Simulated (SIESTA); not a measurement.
Runs of SIESTA 5.4.2 on ZnO (zincite). The structure is hexagonal, space group P6_3mc (No. 186). The conventional cell has a = 3.249 Å, b = 3.249 Å, c = 5.206 Å, α = 90.00°, β = 90.00°, γ = 120.00°. Zn (site symmetry 3m) has 4 O at 1.97 to 1.98 Å as nearest neighbours. O (site symmetry 3m) has 4 Zn at 1.97 to 1.98 Å as nearest neighbours. 

```csv
level,potentials or basis,gap on the mesh (eV),pressure (GPa),largest force (eV/Å)
PBEsol,"PseudoDojo 0.4 standard (PBEsol files), DZP (energy shift 0.002 Ry)",1.07,(a),0.12
AM05,"PseudoDojo 0.4 standard (PBEsol files), DZP (energy shift 0.002 Ry)",1.13,0.8,0.12
vdW-DF-cx,"PseudoDojo 0.4 standard (PBE files), DZP (energy shift 0.002 Ry)",1.11,2.5,(c)
PBE,"PseudoDojo 0.4 standard (PBE files), TZP (energy shift 0.002 Ry)",1.12,(b),0.12
```

Alike in all rows: task band structure; no spin polarisation; cell as given; k mesh 9 × 9 × 5; smearing fermi-dirac 0.05 eV; grid cutoff 800 Ry; energy shift 0.002 Ry.

Q: Estimate the missing entries.

A: (a) 0.2; (b) 5.9; (c) 0.13.

Caveats: semicore shells carry a single zeta, which can move pressures by several GPa and volumes by a few percent; the valence orbitals were made in a potential fitted to the semicore shell under them, which widens gaps by tenths of an eV or more; the basis of atomic orbitals isn't converged, which shifts pressures, moduli and gaps; the potentials were made for another functional, which shifts forces and pressure (some runs).

